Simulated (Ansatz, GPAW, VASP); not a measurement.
**One calculation of In, 4 ways**

```
In
1.0
    -1.62547    1.62547    2.47370
     1.62547   -1.62547    2.47370
     1.62547    1.62547   -2.47370
In
1
Direct
  0.00000 0.00000 0.00000
```

Alike in all runs: task single point; functional LDA; k mesh 11 × 11 × 11; occupations gaussian, width 0.05 eV; no spin polarisation; no spin-orbit coupling. LDA stands for any of its common fits. Pressure is positive in compression and, in plane waves, holds the error of the finite cutoff, which Ansatz's Pulay term estimates and takes out.

```tsv
program and potentials	plane-wave cutoff (eV)	notes	pressure (GPa)
Ansatz, Ansatz PAW	420	potentials made for PBE, which Ansatz adapts in part; Pulay term of +0.02 GPa included	-2.57
VASP, LDA PAW files In_d, 520 eV	520	-	-2.57
GPAW, the program's PAW data sets (release 1.2.1) made for this functional	600	-	-2.89
Ansatz, all-electron LAPW, scalar-relativistic	-	-	?
```

Q: Estimate from the other rows what the run with Ansatz, all-electron LAPW, scalar-relativistic gave.

A: Pressure -2.56 GPa. The other rows, which needn't bracket it: pressure -2.89 to -2.57.
